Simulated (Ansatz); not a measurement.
# TaN: one crystal by all-electron and frozen-core methods, part 2 of 2

The same cell of TaN is computed with all-electron LAPW, PAW on the default files and all-electron PAW on datasets made for the crystal, to set the results side by side.

Ansatz 0.2.0; DFT PBE; a database cell (COD). «Crystal datasets» are all-electron PAW datasets made for this crystal.

### 3 PAW on the default files

File input.yaml:

```yaml
crystal:
  lattice:
    - [3.0480019786, 0.0, 0.0]
    - [-1.5240009893, 2.6396471442, 0.0]
    - [0.0, 0.0, 4.918]
  atoms:
    - { symbol: Ta, position: [0.0, 0.0, 0.0] }
    - { symbol: Ta, position: [0.0, 0.0, 0.5] }
    - { symbol: "N", position: [0.3333333333, 0.6666666667, 0.25] }
    - { symbol: "N", position: [0.6666666667, 0.3333333333, 0.75] }
kpoints:
  mp_grid: { grid: [11, 11, 6] }
  band_path:
    path:
      - [0.0, 0.0, 0.0]
      - [0.5, 0.0, 0.0]
      - [0.3333333333, 0.3333333333, 0.0]
      - [0.0, 0.0, 0.0]
      - [0.0, 0.0, 0.5]
      - [0.5, 0.0, 0.5]
      - [0.3333333333, 0.3333333333, 0.5]
      - [0.0, 0.0, 0.5]
      - [0.5, 0.0, 0.5]
    npoints: 8
scf:
  occupations: { method: fermi_dirac, width: 0.01 }
hamiltonian:
  xc: pbe
  pseudopotentials: { kind: paw }
output:
  forces: true
  stress: true
  eigenvalues: true
  efg: { contact_densities: true }
  populations: true
  bader: true
  dos: { projected: true, de: 0.2, e_range: [-14, 8] }
```

Log:

```text
Ta: output.efg is read without spin–orbit coupling, which moves field gradients at and beside such atoms by some per cent and up to a factor of two; PAW files take it under magnetization.noncollinear and magnetization.spin_orbit
Engine: ansatz 0.2.0
Pseudopotentials: kind: paw
Pseudopotential: Ta, paw, valence charge 13, recommended cutoff 420 eV (normal)
Pseudopotential: N, paw, valence charge 5, recommended cutoff 420 eV (normal)
Functional definition: PBE
  parameter kappa = 0.804
  parameter beta = 0.06672455060314922
  exchange = pbe_x(kappa = kappa, mu = beta*pi^2/3)
  correlation = pbe_c(beta = beta)
Crystal: 4 atoms, lattice volume = 39.569 Å³
Basis set: ecut = 420 eV, 785 PW (Γ), exchange–correlation on 48×48×72 points (8 copies of the dense FFT grid, shifted against one another)
Bands: 22, of which v1, the nominal top of the filled ones, is band 18 counted from 1 (17 counted from 0)
Symmetry: 24 space group operations
Space group: P63/mmc (ITA 194), of the structure as read, at distance tolerance 3.4e-5 Å
k-points: 64 of 726
Non-local potential: Ta, projectors of the file, l = 0: 3, l = 1: 2, l = 2: 2, l = 3: 1
Non-local potential: N, projectors of the file, l = 0: 2, l = 1: 2, l = 2: 1
PAW form: soft (Blöchl's): semilocal exchange-correlation on the pseudo side does not see the compensation charge
PAW one-centre angular grid: Ta, 590 points (default); XC on 64 Gauss nodes
PAW one-centre angular grid: N, 110 points (default); XC on 64 Gauss nodes
Initial density: superposition of atomic densities (neutral atoms: chi_scale 0, normalization atom), corrected by the library's trained network
Initial wavefunctions: pseudopotential atomic-orbital guess
Functional: x = pbe(κ = 0.804, μ = 0.2195149727645171), c = pbe(β = 0.06672455060314922)
SCF iter   1: F=—  HF=-20633.514018 eV  |F-HF|=—  |Δ(HF+E_count)|=         —  Δρ=1.55e-2  dr2=4.58e-2  ethr=1.77e-3  ⟨swp⟩=6.0  Hψ=14260  notcnv=0
automatic band count: the SCF goes on with 26 bands, as 22 were too few: the levels above may hold too much charge
preconditioner: auto → Kerker (q_TF=auto, 2.686 Å⁻¹)  [metal: Δε(μ)=0.021 eV  Ē_g=11.898 eV  σ=0.010 eV  W_gap=0.40  n_scr=10 (ndim 8)  ℏωp=26.4 eV  f_vac=0.000  D(μ)=1.33/eV (n_scr^D=8)]
SCF iter   2: F=—  HF=-20633.506030 eV  |F-HF|=—  |Δ(HF+E_count)|=   7.99e-3  Δρ=8.98e-3  dr2=1.58e-2  ethr=1.27e-4  ⟨swp⟩=1.6  Hψ=2249  notcnv=0  defer=100
SCF iter   3: F=—  HF=-20633.502384 eV  |F-HF|=—  |Δ(HF+E_count)|=   3.65e-3  Δρ=5.95e-4  dr2=3.97e-5  ethr=4.40e-5  ⟨swp⟩=2.8  Hψ=2732  notcnv=0  defer=140
SCF iter   4: F=—  HF=-20633.502430 eV  |F-HF|=—  |Δ(HF+E_count)|=   4.65e-5  Δρ=7.72e-5  dr2=1.63e-6  ethr=1.10e-7  ⟨swp⟩=2.2  Hψ=2599  notcnv=0  defer=140
iter 5 did not close the SCF: its close was put off for the readings that it lacked (scf_convergence_deferred on its scf_iter line)
SCF iter   5: F=-20633.502431 eV  HF=-20633.502431 eV  |F-HF|=5.98e-9  |Δ(HF+E_count)|=   1.70e-7  Δρ=1.59e-5  dr2=6.67e-8  ethr=4.53e-9  ⟨swp⟩=2.5  Hψ=2160  notcnv=0  defer=140
SCF iter   6: F=-20633.502431 eV  HF=-20633.502431 eV  |F-HF|=9.82e-11  |Δ(HF+E_count)|=   1.39e-8  Δρ=2.72e-6  dr2=2.55e-9  ethr=1.85e-10  ⟨swp⟩=6.2  Hψ=6489  notcnv=0
SCF 1 converged in 6 iterations: F = -20633.502431 eV  dr2 = 2.55e-9
NSCF: frozen V_eff on 65 k-points
SCF converged after 6 iterations
Free energy (F): -20633.502431 eV
Harris-Foulkes:  -20633.502431 eV  (|F-HF|=9.82e-11)
Internal energy: -20633.501914 eV  (E = F + TS)
E sigma→0 (E₀):  -20633.502172 eV
Entropy (-TS):   -0.000517 eV (-0.129 meV/atom)
Fermi energy:    23.003449 eV
--- Per-component energies (eV) ---
  E_band       = -33.052099
  E_kinetic    = 1021.792393
  E_local      = -1150.173565  (includes V_loc(G=0)·N_el)
  E_nonlocal   = 125.272925
  E_hartree    = 405.841070
  E_xc         = -565.391070
  E_vxc        = -572.032032  (∫ρ·V_xc dr)
  E_paw        = -17052.219214  (= ΣΔE_a)
  E_vpaw       = -269.593626  (= ΣTr[D̂ρ^β])
  E_aug_tail   = 0.000547  (compensation charges beyond the density's cutoff)
  E_ewald      = -3418.625000
  E_smearing   = -0.000517  (= −TS)
  E_closure    = -0.000000  (closes the sum)
  Σ components = -20633.502431   (vs F -20633.502431, Δ=0.00e0)
--- Forces (eV/Å), atoms counted from 1 ---
  atom   1  Ta    -0.00000000     0.00000000    -0.00000000
  atom   2  Ta    -0.00000000    -0.00000000     0.00000000
  atom   3  N      0.00000000    -0.00000000     0.00000000
  atom   4  N      0.00000000     0.00000000     0.00000000
  max |Σ_I F_I| component: 3.70e-17 eV/Å
--- Stress (GPa, compression-positive) ---
       31.963316       0.000000       0.000000
       -0.000000      31.963316       0.000000
        0.000000       0.000000     114.374888
  P = ⅓ Tr σ = 59.4338 GPa (594.338 kbar)
--- PAW observables at the nuclei: V_zz in 10²¹ V/m², potentials from the cell's mean, atoms counted from 1 ---
  atom   1  Ta V_zz =   -18.935541   η = 0.0000   by run symmetry: allowed
            electrostatic potential = -14504.547581 V   contact ρ = 8154453.028954 e/Å³
  atom   2  Ta V_zz =   -18.935541   η = 0.0000   by run symmetry: allowed
            electrostatic potential = -14504.547581 V   contact ρ = 8154453.028954 e/Å³
  atom   3  N  V_zz =    +0.629425   η = 0.0000   by run symmetry: allowed
            electrostatic potential = -532.216359 V   contact ρ = 1413.814066 e/Å³
  atom   4  N  V_zz =    +0.629425   η = 0.0000   by run symmetry: allowed
            electrostatic potential = -532.216359 V   contact ρ = 1413.814066 e/Å³
--- Band table (eV; the first three rows and the last of 64) ---
  k-point 0: bands = ["-45.9078", "-45.6023", "-14.2074", "-12.3386", "-12.3386", "-11.9632", "-11.9632", "-11.1562", "3.9830", "7.3525", "12.8334", "15.0633", "15.0633", "17.6771", "19.3109", "19.3109", "19.3306", "21.1082", "21.1082", "22.3458", "22.3458", "25.7521", "27.2970", "28.0117", "28.0117", "29.6094"]
  k-point 1: bands = ["-45.8877", "-45.6231", "-14.0327", "-12.3144", "-12.3144", "-11.9894", "-11.9894", "-11.4002", "4.1817", "7.0334", "13.2599", "15.2414", "15.2414", "17.6318", "18.6975", "18.6975", "19.4698", "21.3428", "21.3428", "22.9554", "22.9554", "26.2176", "27.0775", "27.4168", "27.4168", "29.0646"]
  k-point 2: bands = ["-45.8325", "-45.6798", "-13.5384", "-12.2478", "-12.2478", "-12.0602", "-12.0602", "-12.0296", "4.7179", "6.3004", "14.2996", "15.7589", "15.7589", "16.8492", "17.6020", "17.6020", "20.7275", "22.0164", "22.0164", "23.5939", "23.5939", "25.5177", "26.7868", "26.7868", "27.2689", "28.5800"]
  k-point 63: bands = ["-45.6990", "-45.6990", "-12.8023", "-12.8023", "-12.6374", "-12.6374", "-12.6112", "-12.6112", "6.2879", "6.2879", "14.6031", "14.6031", "15.9367", "15.9367", "16.9705", "16.9705", "22.4099", "22.4099", "24.3579", "24.3579", "25.5289", "25.5289", "27.9885", "27.9885", "31.3305", "31.3305"]
--- Löwdin populations: 4 sites ---
  site symbol       q [e]
     0     Ta     12.2592
     1     Ta     12.2592
     2      N      5.6711
     3      N      5.6711
  spilling = 0.003873 (of n_electrons = 36.000000)
--- Bader charges: 4 sites ---
  site symbol  charge [e]  shift [e]
     0     Ta      1.7411     0.0011
     1     Ta      1.7410     0.0011
     2      N     -1.7411     0.0011
     3      N     -1.7410     0.0011
  estimated error of the sums over rays = 6.0e-4 e
```

Run time: 44 s. Hardware: 1 thread, shared host.

In short: pressure 59.43 GPa; no gap; Vzz Ta1 -18.94 (η = 0.00), N3 0.63 (η = 0.00) (10²¹ V/m²).

| atom | Bader charge (e) | basin volume (Å³) |
| --- | --- | --- |
| Ta1 | +1.74 | 10.31 |
| N3 | -1.74 | 9.48 |

### 4 All-electron PAW on datasets made for the crystal

Changes to input.yaml since step 3:

```diff
@@ -28,3 +28,3 @@
   xc: pbe
-  pseudopotentials: { kind: paw }
+  pseudopotentials: { kind: all_electron, datasets: crystal }
 output:
@@ -34,4 +34 @@
   efg: { contact_densities: true }
-  populations: true
-  bader: true
-  dos: { projected: true, de: 0.2, e_range: [-14, 8] }
```

Log, shortened:

```text
[...]
band count auto-derived: 43 (N_el = 64.0; filled up to band 32; 39 by the electrons, moments and atoms)
Ta: output.efg is read without spin–orbit coupling, which moves field gradients at and beside such atoms by some per cent and up to a factor of two; PAW files take it under magnetization.noncollinear and magnetization.spin_orbit
[...]
[... 1 set-up line as earlier in the session ...]
Pseudopotential: Ta, paw, valence charge 27, recommended cutoff 500 eV (normal), Koelling and Harmon's equation, gaussian nucleus
Pseudopotential: N, paw, valence charge 5, recommended cutoff 500 eV (normal), Koelling and Harmon's equation, gaussian nucleus
[... 1 set-up line as earlier in the session ...]
[...]
Crystal: 4 atoms, lattice volume = 39.569 Å³
Basis set: ecut = 500 eV, 1001 PW (Γ), exchange–correlation on 48×48×72 points (8 copies of the dense FFT grid, shifted against one another)
[...]
--- Stress (GPa, compression-positive) ---
       31.602705      -0.000000       0.000000
       -0.000000      31.602705       0.000000
        0.000000       0.000000     113.661997
  P = ⅓ Tr σ = 58.9558 GPa (589.558 kbar)
--- PAW observables at the nuclei: V_zz in 10²¹ V/m², potentials from the cell's mean, atoms counted from 1 ---
  atom   1  Ta V_zz =   -18.453669   η = 0.0000   by run symmetry: allowed
            electrostatic potential = -14503.895814 V   contact ρ = 8150592.524038 e/Å³
  atom   2  Ta V_zz =   -18.453669   η = 0.0000   by run symmetry: allowed
            electrostatic potential = -14503.895814 V   contact ρ = 8150592.524038 e/Å³
  atom   3  N  V_zz =    +0.620499   η = 0.0000   by run symmetry: allowed
            electrostatic potential = -532.221625 V   contact ρ = 1414.079273 e/Å³
  atom   4  N  V_zz =    +0.620499   η = 0.0000   by run symmetry: allowed
            electrostatic potential = -532.221625 V   contact ρ = 1414.079273 e/Å³
--- Band table (eV; the first three rows and the last of 64) ---
[...]
```

Run time: 35 s. Hardware: 1 thread, shared host.

Read from it: pressure 58.96 GPa; no gap; Vzz Ta1 -18.45 (η = 0.00), N3 0.62 (η = 0.00) (10²¹ V/m²).

| atom | contact density (e/Å³) |
| --- | --- |
| Ta1 | 8150593 |
| N3 | 1414.079 |

### 5 Side by side

| method | pressure (GPa) | Vzz Ta1 (10²¹ V/m²) | Vzz N3 (10²¹ V/m²) | SCF cycles, all passes |
| --- | --- | --- | --- | --- |
| LAPW | 58.96 | – | – | 10 |
| PAW | 59.43 | -18.94 | 0.63 | 6 |
| crystal datasets | 58.96 | -18.45 | 0.62 | 10 |

### 6 What came out

What follows sums up all 2 parts.

| quantity | value |
| --- | --- |
| pressure | LAPW 58.96, PAW 59.43, crystal datasets 58.96 GPa |
| gap (LAPW) | none |
| Bader charges (PAW) | Ta1 +1.74, N3 -1.74 e |

**Reading.** The pressure of 59.0 GPa pushes the cell to expand, with the atoms held in place. Bands cross the Fermi level: the crystal is a metal at this level. Ta 5d carries the largest share, 81 %, of the projected states within 0.3 eV of the Fermi level. The projection holds only the free atom's occupied shells (Ta 6s, Ta 5p, Ta 5d, N 2s, N 2p in this range). The field gradient at Ta1, the largest by crystal datasets, is -18.94 by PAW and -18.45 by crystal datasets (10²¹ V/m²), within 5 %. No spin–orbit coupling: at heavy atoms the gradients can be off by tens of per cent for that reason. In pressure, PAW differs from LAPW by +0.48 GPa. LAPW took about 4 times as long as PAW (3.1 min against 44 s, on a shared host and with the outputs that each input asks for). Spin-orbit coupling is left out, though the cell holds Ta; in elements this heavy it can shift bands and gaps by tenths of an eV.
